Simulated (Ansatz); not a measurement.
The system is PbO2.

```
CELL_PARAMETERS angstrom
0.00000 2.70199 2.70199
2.70199 0.00000 2.70199
2.70199 2.70199 0.00000
ATOMIC_POSITIONS crystal
Pb 0.00000 0.00000 0.00000
O 0.75000 0.75000 0.75000
O 0.25000 0.25000 0.25000
```

The cell comes from a database or a generator and needn't be the stable form of this composition.

* Program: Ansatz 0.2.0
* Task: relaxation of cell and atoms
* Functional: HSE06
* Potentials or basis: Ansatz PAW
* Cutoff: 420 eV (not typed: the program's choice for these potentials)
* k mesh: 6 × 6 × 6
* Occupations: fermi-dirac, width 0.05 eV
* Spin: no spin polarisation

At the start: volume 13.15 Å³/atom.

Problem. How do energy, volume and symmetry change on relaxing?

Solution. It ends after 7 steps and the volume is 12.20 Å³/atom (-7.2 %); space group Fm-3m (No. 225, to 0.05 Å).

The path:
```
step  energy change (eV)  largest force (eV/Å)  volume (Å³)
   1              0.0000                0.0000        39.45
   2             -0.1000                0.0000        35.64
   3             -0.1132                0.0000        36.81
   4             -0.1140                0.0000        36.67
   5             -0.1089                0.0000        36.67
   6             -0.1092                0.0000        36.60
   7             -0.1090                0.0000        36.60
```

Final structure:
```xyz
3
Lattice="0.0000 2.6353 2.6353 2.6353 0.0000 2.6353 2.6353 2.6353 0.0000" Properties=species:S:1:pos:R:3 pbc="T T T"
Pb    0.0000    0.0000    0.0000
O     3.9529    3.9529    3.9529
O     1.3176    1.3176    1.3176
```

Caveat: the plane-wave basis is chosen anew once the cell has moved, so the energies of steps on either side of that aren't comparable; the pressure holds a Pulay correction of +0.5 GPa for the finite cutoff; the PAW data sets come from PBE, with cores solved anew for the run's functional, which leaves a small shift of forces and pressure.
